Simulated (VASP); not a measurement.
# Sb (Im-3m) in VASP: settings compared

Aim: see how the results for Sb move with the level of theory and the settings. Levels: PBE, PBEsol, r2SCAN. Tasks: single point, relaxation of cell and atoms.

Everything below comes from runs of VASP 6.6.1. Logs are shortened: lines on timing, memory, paths and dates and some standing lists are left out, and cuts for length are marked.

## 1. The crystal as given

It takes space group Im-3m (No. 229, cubic). The conventional cell has a = 3.743 Å, b = 3.743 Å, c = 3.743 Å, α = 90.00°, β = 90.00°, γ = 90.00°. Sb (site symmetry m-3m) has 8 Sb at 3.24 Å as nearest neighbours.

This isn't the form of Sb at room conditions, which is rhombohedral.

## 2. Single point, PBE

Contents of INCAR:

```
SYSTEM = Sb
ALGO = Normal ; EDIFF = 1E-7
ENCUT = 450 ; GGA = PE
ISIF = 2 ; ISMEAR = 0
LASPH = .TRUE. ; LCHARG = .FALSE.
LREAL = .FALSE. ; LWAVE = .FALSE.
NELM = 60 ; PREC = Accurate
SIGMA = 0.02
```

Contents of KPOINTS:

```
k-points
0
G
  5 5 5
  0 0 0
```

Contents of POSCAR:

```
Sb
1.0
   -1.8713408863      1.8713408863      1.8713408863
    1.8713408863     -1.8713408863      1.8713408863
    1.8713408863      1.8713408863     -1.8713408863
Sb
1
Direct
    0.0000000000      0.0000000000      0.0000000000
```

Potentials or basis: VASP PAW PBE potentials, release 64 (Sb_d_GW).

Run with:

```sh
> cat potpaw_PBE.64/Sb_d_GW/POTCAR > POTCAR
> mpirun -np 1 vasp_std > vasp.out
```

OUTCAR:

```text
SYSTEM = Sb
   EDIFF = 1E-7
   ENCUT = 450
   GGA = PE
   ISIF = 2
   ISMEAR = 0
   LASPH = .TRUE.
   LREAL = .FALSE.
   NELM = 60
   PREC = Accurate

 ion  position               nearest neighbor table
   1  0.000  0.000  0.000-

  LATTYP: Found a body centered cubic cell.
 ALAT       =     3.7426817726

  Lattice vectors:

 A1 = (  -1.8713408863,   1.8713408863,   1.8713408863)
 A2 = (   1.8713408863,  -1.8713408863,   1.8713408863)
 A3 = (   1.8713408863,   1.8713408863,  -1.8713408863)

Analysis of symmetry for initial positions (statically):
=====================================================================
 Subroutine PRICEL returns:
 Original cell was already a primitive cell.

 Routine SETGRP: Setting up the symmetry group for a
 body centered cubic supercell.

 Subroutine GETGRP returns: Found 48 space group operations
 (whereof 48 operations were pure point group operations)
 out of a pool of 48 trial point group operations.

The static configuration has the point symmetry O_h .

Analysis of symmetry for dynamics (positions and initial velocities):
=====================================================================
 Subroutine PRICEL returns:
 Original cell was already a primitive cell.

 Routine SETGRP: Setting up the symmetry group for a
 body centered cubic supercell.

 Subroutine GETGRP returns: Found 48 space group operations
 (whereof 48 operations were pure point group operations)
 out of a pool of 48 trial point group operations.

The dynamic configuration has the point symmetry O_h .

 Subroutine INISYM returns: Found 48 space group operations
 (whereof 48 operations are pure point group operations),
 and found     1 'primitive' translations

----------------------------------------------------------------------------------------

                                     Primitive cell

  volume of cell :      26.2131

  direct lattice vectors                    reciprocal lattice vectors
    -1.871340886  1.871340886  1.871340886     0.000000000  0.267188092  0.267188092
     1.871340886 -1.871340886  1.871340886     0.267188092  0.000000000  0.267188092
     1.871340886  1.871340886 -1.871340886     0.267188092  0.267188092  0.000000000

  length of vectors
     3.241257493  3.241257493  3.241257493     0.377861023  0.377861023  0.377861023

  position of ions in fractional coordinates (direct lattice)
     0.000000000  0.000000000  0.000000000

  ion indices of the primitive-cell ions
   primitive index   ion index
                 1           1

----------------------------------------------------------------------------------------

 KPOINTS: k-points

Automatic generation of k-mesh.
 Grid dimensions read from file:
 generate k-points for:    5    5    5

 Generating k-lattice:

  Cartesian coordinates                     Fractional coordinates (reciprocal lattice)
     0.000000000  0.053437618  0.053437618     0.200000000  0.000000000  0.000000000
     0.053437618  0.000000000  0.053437618     0.000000000  0.200000000  0.000000000
     0.053437618  0.053437618  0.000000000     0.000000000  0.000000000  0.200000000

  Length of vectors
     0.075572205  0.075572205  0.075572205

  Shift w.r.t. Gamma in fractional coordinates (k-lattice)
     0.000000000  0.000000000  0.000000000

 Subroutine IBZKPT returns following result:
 ===========================================

 Found     10 irreducible k-points:

 Following reciprocal coordinates:
            Coordinates               Weight
  0.000000  0.000000  0.000000      1.000000
  0.200000  0.000000  0.000000     12.000000
  0.400000  0.000000  0.000000     12.000000
  0.200000  0.200000  0.000000     24.000000
  0.400000  0.200000  0.000000     24.000000
  0.200000  0.200000  0.200000      8.000000
 -0.200000  0.200000  0.200000      6.000000
 -0.400000  0.400000  0.200000     24.000000
 -0.400000 -0.400000  0.200000      8.000000
 -0.400000  0.400000  0.400000      6.000000
   k-points           NKPTS =     10   k-points in BZ     NKDIM =     10   number of bands    NBANDS=     11
   number of dos      NEDOS =    301   number of ions     NIONS =      1
   total plane-waves  NPLWV =  13824
   dimension x,y,z NGX =    24 NGY =   24 NGZ =   24
   dimension x,y,z NGXF=    48 NGYF=   48 NGZF=   48
   ions per type =               1
   NGX,Y,Z   is equivalent  to a cutoff of  12.31, 12.31, 12.31 a.u.
   NGXF,Y,Z  is equivalent  to a cutoff of  24.62, 24.62, 24.62 a.u.
 SYSTEM =  Sb
   PREC   = accura    normal or accurate (medium, high low for compatibility)
   ISTART =      0    job   : 0-new  1-cont  2-samecut
   ICHARG =      2    charge: 1-file 2-atom 10-const
   ISPIN  =      1    spin polarized calculation?
   LNONCOLLINEAR =      F non collinear calculations
   LSORBIT =      F    spin-orbit coupling
   LASPH  =      T    aspherical Exc in radial PAW
   ENCUT  =  450.0 eV  33.07 Ry    5.75 a.u.   5.61  5.61  5.61*2*pi/ulx,y,z
   NELM   =     60;   NELMIN=  2; NELMDL= -5     # of ELM steps
   EDIFF  = 0.1E-06   stopping-criterion for ELM
   LREAL  =      F    real-space projection
   EDIFFG = 0.1E-05   stopping-criterion for IOM
   NSW    =      0    number of steps for IOM
   IBRION =     -1    ionic relax: 0-MD 1-quasi-New 2-CG
   NFREE  =      0    steps in history (QN), initial steepest desc. (CG)
   ISIF   =      2    stress and relaxation
   ISYM   =      2    0-nonsym 1-usesym 2-fastsym
   POTIM  = 0.5000    time-step for ionic-motion
   TEBEG  =    0.0;   TEEND  =   0.0 temperature during run
   PSTRESS=    0.0 pullay stress
   NELECT =      15.0000    total number of electrons
   NUPDOWN=      -1.0000    fix difference up-down
   EMIN   =  10.00;   EMAX   =-10.00  energy-range for DOS
   EFERMI =   0.00;   METHOD = LEGACY
   ISMEAR =     0;   SIGMA  =   0.02  broadening in eV -4-tet -1-fermi 0-gaus
   EFERMI_NEDOS =   21; number of points for ismear=-14 and -15
   IALGO  =     38    algorithm
   IMIX   =      4    mixing-type and parameters
     AMIX     =   0.40;   BMIX     =  1.00
     AMIX_MAG =   1.60;   BMIX_MAG =  1.00
  volume/ion in A,a.u.               =      26.21       176.89
  Fermi-wavevector in a.u.,A,eV,Ry     =   1.359145  2.568411 25.133691  1.847274
  Thomas-Fermi vector in A             =   2.485918
   LORBIT       =      0    0 simple, 1 ext, 2 COOP (PROOUT), +10 PAW based schemes
   GGA     = PE    functional components
   LHFCALC =     F    Hartree Fock is set to
   AEXX    =    0.0000 exact exchange contribution
   IVDW    =     0    specifies the selected vdW correction
   LEPSILON=     F    determine dielectric tensor
   LRPA    =     F    only Hartree local field effects (RPA)
 non-spin polarized calculation
 Gauss-broadening in eV      SIGMA  =   0.02
  energy-cutoff  :      450.00
  volume of cell :       26.21
 maximum number of plane-waves:       578
 NGX is ok and might be reduce to    24
   NGX = 11   NGY = 11   NGZ = 11

 number of electron      14.9999987 magnetization

 Free energy of the ion-electron system (eV)
  ---------------------------------------------------
  ext. energy  EPLUGINS =         0.00000000
  ---------------------------------------------------
  free energy    TOTEN  =        -3.86598260 eV

  energy without entropy =       -3.86293688  energy(sigma->0) =       -3.86445974

 E-fermi :   6.6983     XC(G=0): -10.7784

 val. band max:        6.6891629270   @ k =   0.2000   0.2000   0.0000
 cond. band min:       6.7127337479   @ k =  -0.4000   0.4000   0.2000
 fundamental gap:      0.0235708209
 Fermi energy:         6.6983309438

 k-point     1 :       0.0000    0.0000    0.0000
  band No.  band energies     occupation
      1     -22.7418      2.00000
      2     -22.7418      2.00000
      3     -22.7418      2.00000
      4     -22.6645      2.00000
      5     -22.6645      2.00000
      6      -6.4783      2.00000
      7      12.2643      0.00000
      8      12.2643      0.00000
      9      12.2643      0.00000
     10      17.9932      0.00000
     11      18.0019      0.00000

 k-point     2 :       0.2000    0.0000    0.0000
  band No.  band energies     occupation
      1     -22.7496      2.00000
      2     -22.7280      2.00000
      3     -22.6981      2.00000
      4     -22.6725      2.00000
      5     -22.6664      2.00000
      6      -5.6232      2.00000
      7       7.7614      0.00000
      8      10.3684      0.00000
      9      11.5783      0.00000
     10      14.8894      0.00000
     11      15.3167      0.00000

 k-point     3 :       0.4000    0.0000    0.0000
  band No.  band energies     occupation
      1     -22.7621      2.00000
      2     -22.7212      2.00000
      3     -22.6709      2.00000
      4     -22.6694      2.00000
      5     -22.6265      2.00000
      6      -3.2243      2.00000
      7       2.1963      2.00000
      8       8.5685      0.00000
      9      10.5604      0.00000
     10      13.3867      0.00000
     11      13.9203      0.00000

 k-point     4 :       0.2000    0.2000    0.0000
  band No.  band energies     occupation
      1     -22.7464      2.00000
      2     -22.7181      2.00000
      3     -22.6776      2.00000
      4     -22.6716      2.00000
      5     -22.6490      2.00000
      6      -3.9680      2.00000
      7       4.5794      2.00000
      8       6.6892      1.48319
      9       9.8836      0.00000
     10      15.1496      0.00000
     11      16.0995      0.00000
[... 43 lines left out ...]
 k-point     8 :      -0.4000    0.4000    0.2000
  band No.  band energies     occupation
      1     -22.7151      2.00000
      2     -22.7142      2.00000
      3     -22.6921      2.00000
      4     -22.6713      2.00000
      5     -22.6308      2.00000
      6      -2.4252      2.00000
      7       2.9756      2.00000
      8       6.7127      0.30847
      9       8.0747      0.00000
     10      13.1141      0.00000
     11      17.0317      0.00000

 k-point     9 :      -0.4000   -0.4000    0.2000
  band No.  band energies     occupation
      1     -22.7145      2.00000
      2     -22.7145      2.00000
      3     -22.6998      2.00000
      4     -22.6353      2.00000
      5     -22.6353      2.00000
      6      -0.7724      2.00000
      7       3.1548      2.00000
      8       3.1548      2.00000
      9       8.8546      0.00000
     10      13.2878      0.00000
     11      13.2878      0.00000

 k-point    10 :      -0.4000    0.4000    0.4000
  band No.  band energies     occupation
      1     -22.7361      2.00000
      2     -22.7287      2.00000
      3     -22.6391      2.00000
      4     -22.6391      2.00000
      5     -22.6367      2.00000
      6      -0.2879      2.00000
      7       4.6299      2.00000
      8       4.9908      2.00000
      9       4.9908      2.00000
     10       9.9015      0.00000
     11      11.9957      0.00000

------------------------ aborting loop because EDIFF is reached ----------------------------------------

  FORCE on cell =-STRESS in cart. coord.  units (eV):
  Direction    XX          YY          ZZ          XY          YZ          ZX
  --------------------------------------------------------------------------------------
  -------------------------------------------------------------------------------------
  Total        0.1334010      0.1334010      0.1334010      0.0000000      0.0000000      0.0000000
  in kB        8.1536301      8.1536301      8.1536301      0.0000000      0.0000000      0.0000000
  external PRESSURE =       8.1536301 kB  Pullay stress =       0.0000000 kB

 VOLUME and BASIS-vectors are now :
 -----------------------------------------------------------------------------
  energy-cutoff  :      450.00
  volume of cell :       26.21
      direct lattice vectors                 reciprocal lattice vectors
    -1.871340886  1.871340886  1.871340886     0.000000000  0.267188092  0.267188092
     1.871340886 -1.871340886  1.871340886     0.267188092  0.000000000  0.267188092
     1.871340886  1.871340886 -1.871340886     0.267188092  0.267188092  0.000000000

 POSITION                                       TOTAL-FORCE (eV/Angst)
 -----------------------------------------------------------------------------------
      0.00000      0.00000      0.00000         0.000000      0.000000      0.000000
 -----------------------------------------------------------------------------------
    total drift:                               -0.000000     -0.000000      0.000000

  FREE ENERGIE OF THE ION-ELECTRON SYSTEM (eV)
  ---------------------------------------------------
  free  energy   TOTEN  =        -3.8659825961 eV

  energy  without entropy=       -3.8629368821  energy(sigma->0) =       -3.86445974
```

It took 8.4 s on 1 thread of AMD EPYC, shared host; peak memory 0.1 GiB.

Results:

* Free energy: -3.8660 eV
* Pressure: 0.8 GPa
* Band gap on the k mesh: none (metal or under the smearing width)

Levels at points of the mesh, in eV from the Fermi level:
| k point | band 5 | band 6 | band 7 | band 8 | band 9 | band 10 |
| --- | --- | --- | --- | --- | --- | --- |
| (0.00, 0.00, 0.00) | -29.36 | -13.18 | 5.57 | 5.57 | 5.57 | 11.29 |

Caveat: the k mesh is coarse (spacing up to 0.47 Å⁻¹), so the values aren't converged. Spin-orbit coupling is left out, which matters for the levels of Sb.

## 3. Relaxation of cell and atoms, PBEsol

Contents of INCAR:

```
SYSTEM = Sb
PREC = Accurate
ENCUT = 600
EDIFF = 1E-7
ISMEAR = -1
SIGMA = 0.05
LREAL = .FALSE.
LASPH = .TRUE.
NELM = 100
ALGO = Fast
ISIF = 3
LWAVE = .FALSE.
LCHARG = .FALSE.
GGA = PS
IBRION = 2
NSW = 60
EDIFFG = -0.01
```

Contents of KPOINTS:

```
Automatic mesh
0
G
  8 8 8
  0 0 0
```

POSCAR is that of step 2.

Potentials or basis: VASP PAW PBE potentials, release 64 (Sb).

Run with:

```sh
> cat potpaw_PBE.64/Sb/POTCAR > POTCAR
> mpirun -np 1 vasp_std > vasp.out
```

It took 14 s on 1 thread of Intel Xeon Platinum 8375C at 2.90GHz (Ice Lake), shared host; peak memory 0.15 GiB.

It converged, with:

| Item | Value |
| --- | --- |
| Free energy | -4.3695 eV |
| Relaxed volume | 25.80 Å³/atom |
| Relaxed cell | a = 3.224 Å, b = 3.224 Å, c = 3.224 Å, α = 109.47°, β = 109.47°, γ = 109.47° |
| Space group after relaxing (to 0.05 Å) | Im-3m (No. 229) |
| Energy gained by relaxing | 1.4 meV/atom |
| Ionic steps | 3 |
| Pressure after relaxing | 0.0 GPa |
| Band gap on the k mesh | none (metal or under the smearing width) |

The path:
| step | energy change (eV) | largest force (eV/Å) | pressure (GPa) | volume (Å³) |
| --- | --- | --- | --- | --- |
| 1 | 0.0000 | 0.0000 | -1.04 | 26.21 |
| 2 | -0.0009 | 0.0000 | 0.64 | 25.57 |
| 3 | -0.0014 | 0.0000 | 0.00 | 25.80 |

Final structure:
```xyz
1
Lattice="-1.8616 1.8616 1.8616 1.8616 -1.8616 1.8616 1.8616 1.8616 -1.8616" Properties=species:S:1:pos:R:3 pbc="T T T"
Sb    0.0000    0.0000    0.0000
```

Levels at points of the mesh, in eV from the Fermi level:
```
           k point  band 1  band 2  band 3  band 4  band 5  band 6
(0.00, 0.00, 0.00)  -13.12    5.90    5.90    5.90   10.84   10.84
(0.50, 0.00, 0.00)   -8.82   -5.79    1.86    3.95    6.64    7.08
(0.50, 0.50, 0.50)   -5.33   -2.01   -2.01   -2.01    2.95    2.95
```

Caveat: the PAW data sets were made with another functional, which shifts forces and pressure a little. Spin-orbit coupling is left out, which matters for the levels of Sb.

## 4. Relaxation of cell and atoms, r2SCAN

Contents of INCAR:

```
PREC = Accurate
ENCUT = 600
EDIFF = 1E-6
ISMEAR = -1
SIGMA = 0.05
LREAL = False
LASPH = True
NELM = 60
ALGO = Normal
ISIF = 3
LWAVE = False
LCHARG = False
METAGGA = R2SCAN
LMIXTAU = True
IBRION = 2
NSW = 40
EDIFFG = -0.01
```

Contents of KPOINTS:

```
regular mesh
0
Gamma
  8 8 8
```

POSCAR is that of step 3.

Run with:

```sh
> cat potpaw_PBE.64/Sb/POTCAR > POTCAR
> mpirun -np 1 vasp_std > vasp.out
```

It took 57 s on 1 thread of Intel Xeon Platinum 8488C (Sapphire Rapids), shared host; peak memory 0.17 GiB.

It converged, with:

- Free energy: -25.3308 eV
- Relaxed volume: 26.73 Å³/atom
- Relaxed cell: a = 3.262 Å, b = 3.262 Å, c = 3.262 Å, α = 109.47°, β = 109.47°, γ = 109.47°
- Space group after relaxing (to 0.05 Å): Im-3m (No. 229)
- Energy gained by relaxing: 2.1 meV/atom
- Ionic steps: 3
- Pressure after relaxing: 0.0 GPa
- Band gap on the k mesh: none (metal or under the smearing width)

Step by step:
| step | energy change (eV) | largest force (eV/Å) | pressure (GPa) | volume (Å³) |
| --- | --- | --- | --- | --- |
| 1 | 0.0000 | 0.0000 | 1.32 | 26.21 |
| 2 | -0.0014 | 0.0000 | -0.76 | 27.04 |
| 3 | -0.0021 | 0.0000 | 0.01 | 26.73 |

Final structure:
```cif
data_structure
_symmetry_space_group_name_H-M 'P 1'
_symmetry_Int_Tables_number 1
_cell_length_a 3.2623
_cell_length_b 3.2623
_cell_length_c 3.2623
_cell_angle_alpha 109.471
_cell_angle_beta 109.471
_cell_angle_gamma 109.471
_cell_volume 26.73
loop_
_atom_site_label
_atom_site_type_symbol
_atom_site_fract_x
_atom_site_fract_y
_atom_site_fract_z
_atom_site_occupancy
Sb1 Sb 0.00000 0.00000 0.00000 1
```

Levels at points of the mesh, in eV from the Fermi level:
```tsv
k point	band 1	band 2	band 3	band 4	band 5	band 6
(0.00, 0.00, 0.00)	-13.44	5.91	5.91	5.91	11.06	11.06
(0.50, 0.00, 0.00)	-9.09	-5.85	1.78	4.14	7.12	7.34
(0.50, 0.50, 0.50)	-5.50	-2.15	-2.15	-2.15	3.43	3.43
```

Caveat: the PAW data sets were made with another functional, which shifts forces and pressure a little.

[end of part 1 of 2]
